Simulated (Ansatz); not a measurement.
## Phases of Co at 160 GPa

Structure types of Co are relaxed in primitive cells with their symmetry kept at 160 GPa, first on PAW files, then by LAPW. The enthalpy is E + pV at zero temperature, without zero-point motion. Only the types listed were tried, and differences under about 5 meV/atom are mesh noise. Not among the end structures: fcc, bcc, which may lie lower.

All numbers are PBE results (scalar-relativistic) from Ansatz 0.2.0, with Fermi–Dirac smearing of 0.1 eV, spin-polarised from start moments Co1 1.7, Co2 1.7 μB. Methods: LAPW: all electrons, basis error target 0.5 meV/atom; PAW: frozen-core files, cutoff 420 eV.

k meshes: hcp 20×20×11, omega 10×10×14, sc 19×19×19, simple hexagonal 20×20×19.

The magnetic state is the one reached from the start moments; other orders weren't searched.

**Question.** Order the types by LAPW enthalpy, lowest first.
A. simple hexagonal
B. sc
C. hcp
D. omega

**Answer.** C (0 meV/atom), D (222 meV/atom), A (1028 meV/atom), B (1732 meV/atom).

```
      start type                   ends as          a, b, c (Å)  V (Å³/atom)  H − H(lowest), LAPW (meV/atom)  same, PAW  moment (μB/atom)
             hcp             hcp, P6_3/mmc  2.217, 2.217, 3.583         7.63                             0.0        0.0              0.56
           omega             omega, P6/mmm  3.541, 3.541, 2.151         7.78                           222.2      224.8              1.16
              sc                 sc, Pm-3m  2.017, 2.017, 2.017         8.21                          1731.9     1730.5              0.00
simple hexagonal  simple hexagonal, P6/mmm  2.135, 2.135, 2.015         7.95                          1027.9     1026.8              0.00
```

**Question.** Split the lead of hcp over omega into energy and pV.

**Answer.** For omega less hcp: ΔE = +64.7 meV/atom, and p·ΔV = 160 GPa × +0.1577 Å³ × 6.242 meV/(GPa·Å³) = +157.5 meV/atom, together 222.2 meV/atom. hcp wins on both counts.
